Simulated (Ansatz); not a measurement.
Input and command of a plane-wave DFT calculation in Ansatz:

```yaml
crystal:
  lattice:
    - [2.46601, 0.0, 0.0]
    - [0.0, 2.46601, 0.0]
    - [0.0, 0.0, 7.063459]
  atoms:
    - { symbol: Fe, position: [0.0, 0.0, 0.0], spin: 3.1 }
    - { symbol: Co, position: [0.5, 0.5, 0.745404], spin: 2.09 }
    - { symbol: Co, position: [0.0, 0.0, 0.5], spin: 2.12 }
    - { symbol: Co, position: [0.5, 0.5, 0.254596], spin: 2.09 }
basis:
  ecutwfc: 850
kpoints:
  mp_grid: { grid: [16, 16, 6] }
hamiltonian:
  xc: r2scan
scf:
  occupations: { method: gaussian, width: 0.1 }
output:
  forces: true
  stress: true
  eigenvalues: true
  populations: true
magnetization:
  spin_polarized: true
```

```bash
ansatz run input.yaml --threads 1 --pin off --max-ram 2560MiB --backend cpu --events-out ev --progress --plain --runs-dir out
```

Processor: Intel(R) Xeon(R) 6975P-C (Granite Rapids), 1 thread, on a host shared with other jobs.

How long does it run, and how much memory does it take?

About 3.1 min on 1 thread of Intel(R) Xeon(R) 6975P-C (Granite Rapids), on a shared host, peak memory 1.5 GiB. It solves 46 bands at 180 k points (the mesh reduced by symmetry) with about 2397 plane waves, in 22 SCF iterations.
